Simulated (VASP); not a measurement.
# KBr (P1) in VASP: single point with PBE

Aim: the single point of KBr with PBE.

Everything below comes from runs of VASP 6.6.1. Logs are shortened: lines on timing, memory, paths and dates and some standing lists are left out, and cuts for length are marked.

## 1. The crystal as given

The typed cell holds 4 atoms: a = 4.631 Å, b = 4.596 Å, c = 6.578 Å, α = 88.18°, β = 86.79°, γ = 89.95°.

The cell was built by a generator and needn't be a form met in nature.

## 2. Single point, PBE

Input file INCAR:

```
SYSTEM = KBr
ALGO = Normal ; EDIFF = 1E-6
ENCUT = 520 ; GGA = PE
ISIF = 2 ; ISMEAR = -1
LASPH = .TRUE. ; LCHARG = .TRUE.
LELF = .TRUE. ; LREAL = .FALSE.
LVHAR = .TRUE. ; LWAVE = .FALSE.
NBANDS = 24 ; NELM = 100
PREC = Accurate ; SIGMA = 0.1
```

Input file KPOINTS:

```
Automatic mesh
0
Gamma
  4 4 3
  0.5 0.5 0
```

Input file POSCAR:

```
KBr
1.0
   -3.2724510000      0.1300110000      3.2737370000
    3.2488100000      0.0734420000      3.2500960000
   -0.0565690000      6.5741920000      0.2034530000
K Br
2 2
Direct
    0.9658600000      0.0071400000      0.0255370000
    0.5300190000      0.3847100000      0.5037360000
    0.0534880000      0.0410480000      0.4715890000
    0.4890250000      0.5218070000      0.9573930000
```

Potentials or basis: VASP PAW PBE potentials, release 64 (K_sv, Br).

Launch:

```bash
> cat potpaw_PBE.64/K_sv/POTCAR potpaw_PBE.64/Br/POTCAR > POTCAR
> mpirun -np 1 vasp_std > vasp.out
```

OUTCAR:

```text
SYSTEM = KBr
   EDIFF = 1E-6
   ENCUT = 520
   GGA = PE
   ISIF = 2
   ISMEAR = -1
   LASPH = .TRUE.
   LREAL = .FALSE.
   NELM = 100
   PREC = Accurate

 ion  position               nearest neighbor table
   1  0.966  0.007  0.026-   3 2.99   4 3.20   4 3.27
   2  0.530  0.385  0.504-   3 2.74   3 2.89   4 3.06
   3  0.053  0.041  0.472-   2 2.74   2 2.89   1 2.99
   4  0.489  0.522  0.957-   2 3.06   1 3.20   1 3.27

  LATTYP: Found a triclinic cell.
 ALAT       =     6.5775826584
 B/A-ratio  =     0.7040093162
 C/A-ratio  =     0.6987380704
 COS(alpha) =     0.0008427651
 COS(beta)  =     0.0317652003
 COS(gamma) =     0.0560066405

  Lattice vectors:

 A1 = (  -0.0565690000,   6.5741920000,   0.2034530000)
 A2 = (  -3.2724510000,   0.1300110000,   3.2737370000)
 A3 = (   3.2488100000,   0.0734420000,   3.2500960000)

Analysis of symmetry for initial positions (statically):
=====================================================================
 Subroutine PRICEL returns:
 Original cell was already a primitive cell.

 Routine SETGRP: Setting up the symmetry group for a
 triclinic supercell.

 Subroutine GETGRP returns: Found  1 space group operations
 (whereof  1 operations were pure point group operations)
 out of a pool of  2 trial point group operations.

The static configuration has the point symmetry C_1 .

Analysis of symmetry for dynamics (positions and initial velocities):
=====================================================================
 Subroutine PRICEL returns:
 Original cell was already a primitive cell.

 Routine SETGRP: Setting up the symmetry group for a
 triclinic supercell.

 Subroutine GETGRP returns: Found  1 space group operations
 (whereof  1 operations were pure point group operations)
 out of a pool of  2 trial point group operations.

The dynamic configuration has the point symmetry C_1 .

 Subroutine INISYM returns: Found  1 space group operations
 (whereof  1 operations are pure point group operations),
 and found     1 'primitive' translations

----------------------------------------------------------------------------------------

                                     Primitive cell

  volume of cell :     139.6980

  direct lattice vectors                    reciprocal lattice vectors
    -3.272451000  0.130011000  3.273737000    -0.152842671 -0.006047581  0.152918851
     3.248810000  0.073442000  3.250096000     0.153872832 -0.003440264  0.153949011
    -0.056569000  6.574192000  0.203453000     0.001303658  0.152267976 -0.004743922

  length of vectors
     4.630679470  4.596007414  6.577582658     0.216290615  0.217690105  0.152347435

  position of ions in fractional coordinates (direct lattice)
     0.965860000  0.007140000  0.025537000
     0.530019000  0.384710000  0.503736000
     0.053488000  0.041048000  0.471589000
     0.489025000  0.521807000  0.957393000

  ion indices of the primitive-cell ions
   primitive index   ion index
                 1           1
                 2           2
                 3           3
                 4           4

----------------------------------------------------------------------------------------

 KPOINTS: Automatic mesh

Automatic generation of k-mesh.
 Grid dimensions read from file:
 generate k-points for:    4    4    3

 Generating k-lattice:

  Cartesian coordinates                     Fractional coordinates (reciprocal lattice)
    -0.038210668 -0.001511895  0.038229713     0.250000000  0.000000000 -0.000000000
     0.038468208 -0.000860066  0.038487253     0.000000000  0.250000000  0.000000000
     0.000434553  0.050755992 -0.001581307    -0.000000000 -0.000000000  0.333333333

  Length of vectors
     0.054072654  0.054422526  0.050782478

  Shift w.r.t. Gamma in fractional coordinates (k-lattice)
     0.500000000  0.500000000  0.000000000

 Subroutine IBZKPT returns following result:
 ===========================================

 Found     24 irreducible k-points:

 Following reciprocal coordinates:
            Coordinates               Weight
  0.125000  0.125000  0.000000      2.000000
  0.375000  0.125000  0.000000      2.000000
 -0.375000  0.125000 -0.000000      2.000000
 -0.125000  0.125000  0.000000      2.000000
  0.125000  0.375000  0.000000      2.000000
  0.375000  0.375000  0.000000      2.000000
[... 16 lines left out ...]
 -0.375000 -0.125000  0.333333      2.000000
 -0.125000 -0.125000  0.333333      2.000000
   k-points           NKPTS =     24   k-points in BZ     NKDIM =     24   number of bands    NBANDS=     24
   number of dos      NEDOS =    301   number of ions     NIONS =      4
   total plane-waves  NPLWV =  64800
   dimension x,y,z NGX =    36 NGY =   36 NGZ =   50
   dimension x,y,z NGXF=    72 NGYF=   72 NGZF=  100
   ions per type =               2   2
   NGX,Y,Z   is equivalent  to a cutoff of  12.92, 13.02, 12.64 a.u.
   NGXF,Y,Z  is equivalent  to a cutoff of  25.85, 26.04, 25.27 a.u.
 SYSTEM =  KBr
   PREC   = accura    normal or accurate (medium, high low for compatibility)
   ISTART =      0    job   : 0-new  1-cont  2-samecut
   ICHARG =      2    charge: 1-file 2-atom 10-const
   ISPIN  =      1    spin polarized calculation?
   LNONCOLLINEAR =      F non collinear calculations
   LSORBIT =      F    spin-orbit coupling
   LASPH  =      T    aspherical Exc in radial PAW
   ENCUT  =  520.0 eV  38.22 Ry    6.18 a.u.   8.61  8.55 12.23*2*pi/ulx,y,z
   NELM   =    100;   NELMIN=  2; NELMDL= -5     # of ELM steps
   EDIFF  = 0.1E-05   stopping-criterion for ELM
   LREAL  =      F    real-space projection
   EDIFFG = 0.1E-04   stopping-criterion for IOM
   NSW    =      0    number of steps for IOM
   IBRION =     -1    ionic relax: 0-MD 1-quasi-New 2-CG
   NFREE  =      0    steps in history (QN), initial steepest desc. (CG)
   ISIF   =      2    stress and relaxation
   ISYM   =      2    0-nonsym 1-usesym 2-fastsym
   POTIM  = 0.5000    time-step for ionic-motion
   TEBEG  =    0.0;   TEEND  =   0.0 temperature during run
   PSTRESS=    0.0 pullay stress
   NELECT =      32.0000    total number of electrons
   NUPDOWN=      -1.0000    fix difference up-down
   EMIN   =  10.00;   EMAX   =-10.00  energy-range for DOS
   EFERMI =   0.00;   METHOD = LEGACY
   ISMEAR =    -1;   SIGMA  =   0.10  broadening in eV -4-tet -1-fermi 0-gaus
   EFERMI_NEDOS =   21; number of points for ismear=-14 and -15
   IALGO  =     38    algorithm
   IMIX   =      4    mixing-type and parameters
     AMIX     =   0.40;   BMIX     =  1.00
     AMIX_MAG =   1.60;   BMIX_MAG =  1.00
  volume/ion in A,a.u.               =      34.92       235.68
  Fermi-wavevector in a.u.,A,eV,Ry     =   1.001678  1.892897 13.651524  1.003359
  Thomas-Fermi vector in A             =   2.134116
   LORBIT       =      0    0 simple, 1 ext, 2 COOP (PROOUT), +10 PAW based schemes
   GGA     = PE    functional components
   LHFCALC =     F    Hartree Fock is set to
   AEXX    =    0.0000 exact exchange contribution
   IVDW    =     0    specifies the selected vdW correction
   LEPSILON=     F    determine dielectric tensor
   LRPA    =     F    only Hartree local field effects (RPA)
 non-spin polarized calculation
  energy-cutoff  :      520.00
  volume of cell :      139.70
 maximum number of plane-waves:      3778
 NGX is ok and might be reduce to    36
   NGX = 17   NGY = 17   NGZ = 25

 number of electron      32.0000001 magnetization

 Free energy of the ion-electron system (eV)
  ---------------------------------------------------
  ext. energy  EPLUGINS =         0.00000000
  ---------------------------------------------------
  free energy    TOTEN  =       -11.79823440 eV

  energy without entropy =      -11.79823440  energy(sigma->0) =      -11.79823440

 E-fermi :   0.6588     XC(G=0):  -7.4432

 val. band max:       -1.6426860525   @ k =  -0.1250   0.1250   0.0000
 cond. band min:       3.3290208019   @ k =   0.1250   0.1250   0.0000
 fundamental gap:      4.9717068544
 Fermi energy:         0.6587567439

 k-point     1 :       0.1250    0.1250    0.0000
  band No.  band energies     occupation
      1     -29.3963      2.00000
      2     -29.2137      2.00000
      3     -14.2531      2.00000
      4     -13.9331      2.00000
      5     -12.9530      2.00000
      6     -12.9080      2.00000
[... 16 lines left out ...]
     23       6.8549      0.00000
     24       7.3780      0.00000

 k-point     2 :       0.3750    0.1250    0.0000
  band No.  band energies     occupation
      1     -29.3946      2.00000
      2     -29.2109      2.00000
      3     -14.4051      2.00000
      4     -13.9954      2.00000
      5     -12.9498      2.00000
      6     -12.8999      2.00000
[... 16 lines left out ...]
     23       7.3101      0.00000
     24       7.6008      0.00000

 k-point     3 :      -0.3750    0.1250   -0.0000
  band No.  band energies     occupation
      1     -29.3946      2.00000
      2     -29.2109      2.00000
      3     -14.4034      2.00000
      4     -13.9942      2.00000
      5     -12.9527      2.00000
      6     -12.8933      2.00000
[... 16 lines left out ...]
     23       7.3595      0.00000
     24       7.6219      0.00000
[... 514 lines left out ...]
 k-point    23 :      -0.3750   -0.1250    0.3333
  band No.  band energies     occupation
      1     -29.3946      2.00000
      2     -29.2109      2.00000
      3     -14.4394      2.00000
      4     -14.0333      2.00000
      5     -12.9155      2.00000
      6     -12.8972      2.00000
[... 16 lines left out ...]
     23       7.6785      0.00000
     24       8.1053      0.00000

 k-point    24 :      -0.1250   -0.1250    0.3333
  band No.  band energies     occupation
      1     -29.3961      2.00000
      2     -29.2138      2.00000
      3     -14.2952      2.00000
      4     -13.9719      2.00000
      5     -12.9191      2.00000
      6     -12.8993      2.00000
[... 16 lines left out ...]
     23       7.2822      0.00000
     24       7.5800      0.00000

------------------------ aborting loop because EDIFF is reached ----------------------------------------

  FORCE on cell =-STRESS in cart. coord.  units (eV):
  Direction    XX          YY          ZZ          XY          YZ          ZX
  --------------------------------------------------------------------------------------
  -------------------------------------------------------------------------------------
  Total        2.4711079      2.2352413      4.2170428      0.3054318      0.5377498     -0.9763179
  in kB       28.3408028     25.6356805     48.3646943      3.5029556      6.1673794    -11.1972577
  external PRESSURE =      34.1137259 kB  Pullay stress =       0.0000000 kB

 VOLUME and BASIS-vectors are now :
 -----------------------------------------------------------------------------
  energy-cutoff  :      520.00
  volume of cell :      139.70
      direct lattice vectors                 reciprocal lattice vectors
    -3.272451000  0.130011000  3.273737000    -0.152842671 -0.006047581  0.152918851
     3.248810000  0.073442000  3.250096000     0.153872832 -0.003440264  0.153949011
    -0.056569000  6.574192000  0.203453000     0.001303658  0.152267976 -0.004743922

 POSITION                                       TOTAL-FORCE (eV/Angst)
 -----------------------------------------------------------------------------------
     -3.13898      0.29398      3.19037        -0.089901     -0.555788      0.068130
     -0.51311      3.40882      3.08797         0.613982     -0.084890      1.281865
     -0.06836      3.11029      0.40446        -0.543550      0.250322     -1.286431
      0.04078      6.39599      3.49165         0.019468      0.390357     -0.063564
 -----------------------------------------------------------------------------------
    total drift:                                0.000071      0.000318     -0.000285

  FREE ENERGIE OF THE ION-ELECTRON SYSTEM (eV)
  ---------------------------------------------------
  free  energy   TOTEN  =       -11.7982343991 eV

  energy  without entropy=      -11.7982343989  energy(sigma->0) =      -11.79823440
```

Run time: 36 s. Hardware: 1 thread of Intel Xeon 6975P-C (Granite Rapids), shared host; peak memory 0.26 GiB.

What came out:

```
Free energy            : -11.7982 eV
Pressure               : 3.4 GPa
Largest force          : 1.424 eV/Å
Band gap on the k mesh : 4.97 eV, indirect (least direct gap 4.98 eV)
```

Forces in eV/Å, atoms in the order of the input:
```
K   -0.090 -0.556  0.068
K    0.614 -0.085  1.282
Br  -0.544  0.250 -1.286
Br   0.019  0.390 -0.064
```

Stress tensor (GPa, compression positive):
```
 2.83  0.35 -1.12
 0.35  2.56  0.62
-1.12  0.62  4.84
```

Caveat: forces of over 1 eV/Å show positions far from the minimum, so gaps and moduli don't describe the material at rest. A k mesh can miss the band edges.
